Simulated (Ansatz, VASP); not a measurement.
**HOs: VASP beside Ansatz**

```
H Os
1.0
     2.69441    0.00000    0.00000
    -1.34720    2.33343    0.00000
     0.00000    0.00000    2.85332
H Os
1 1
Direct
  0.00000 0.00000 0.00000
  0.66667 0.33333 0.50000
```

Alike in both runs: functional PBE; k mesh 6 × 6 × 6; occupations gaussian, width 0.1 eV; no spin polarisation.

Ansatz relaxed the structure, and its values are those at the end. VASP's run is a single point on that final structure, the one shown.

```csv
,VASP,Ansatz
version,VASP 6.6.1,Ansatz 0.2.0
potentials or method,"VASP PAW PBE potentials, release 64 (H, Os)","scalar-relativistic, plane waves, PAW"
plane-wave cutoff (eV),520,420
valence electrons in the cell,9,17
```

|  | VASP | Ansatz | Ansatz less VASP |
| --- | --- | --- | --- |
| gap on the k mesh at the Fermi level (eV) | none | none | - |
| pressure (GPa) | 0.1 | 0.1 | -0.07 |

A gap of «none» marks a metal or a gap that the smearing closes. The two sets of potentials don't hold the same shells in valence.

Caveats: the k mesh is coarse (spacing up to 0.45 Å⁻¹), so the values aren't converged. Spin-orbit coupling is left out, which matters for the levels of Os.
